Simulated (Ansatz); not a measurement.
Runs of Ansatz 0.2.0 on Mg. The structure is tetragonal, space group I4/mmm (No. 139). Conventional cell: a = 3.672 Å, b = 3.672 Å, c = 3.359 Å, α = 90.00°, β = 90.00°, γ = 90.00°. Around Mg (site symmetry 4/mmm) lie 10 Mg at 3.09 to 3.36 Å. This isn't the form of Mg at room conditions, which is hcp.

```tsv
level	gap on the mesh (eV)	pressure (GPa)	relaxed volume (Å³/atom)
PBE+D3(BJ)-ATM	none	0.0	(a)
PBE+D4	none	0.0	22.26
PBE	none	0.0	22.83
PBE+D3(BJ)	none	0.0	21.61
```

Alike in all rows: task relaxation of cell and atoms; potentials or basis Ansatz PAW; no spin polarisation; cell relaxed; k mesh 11 × 11 × 11; cutoff (eV) 420; smearing fermi-dirac 0.05 eV.

Q: Estimate the missing entries.

A: (a) 21.75.

Caveats: the plane-wave basis is chosen anew once the cell has moved, so the energies of steps on either side of that aren't comparable; pairwise dispersion overbinds metals, which lowers pressure and volume (some runs).

A gap of «none» marks a metal or a gap under the smearing width.
